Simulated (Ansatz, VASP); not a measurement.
## CdS in VASP and in Ansatz

```xyz
2
Lattice="0.0000 2.9423 2.9423 2.9423 0.0000 2.9423 2.9423 2.9423 0.0000" Properties=species:S:1:pos:R:3 pbc="T T T"
Cd    0.0000    0.0000    0.0000
S     4.4135    4.4135    4.4135
```

Alike in both runs: task single point; functional revPBE; dispersion D4; k mesh 8 × 8 × 8; occupations gaussian, width 0.05 eV; no spin polarisation.

|  | VASP | Ansatz |
| --- | --- | --- |
| version | VASP 6.6.1 | Ansatz 0.2.0 |
| potentials or method | VASP PAW PBE potentials, release 64 (Cd, S) | scalar-relativistic, plane waves, PAW |
| plane-wave cutoff (eV) | 520 | 420 |
| valence electrons in the cell | 18 | 26 |

|  | VASP | Ansatz | Ansatz less VASP |
| --- | --- | --- | --- |
| gap on the k mesh at the Fermi level (eV) | 1.23 | 1.23 | -0.002 |
| least direct gap on the mesh (eV) | 1.23 | 1.23 | -0.002 |
| pressure (GPa) | -0.8 | -1.1 | -0.31 |
| dispersion energy (meV/atom) | -528.5 | -528.7 | -0.15 |

The two sets of potentials don't hold the same shells in valence.

Caveats: the PAW data sets were made with another functional, which shifts forces and pressure a little (VASP). As with any semilocal functional, this revPBE gap is likely too small.
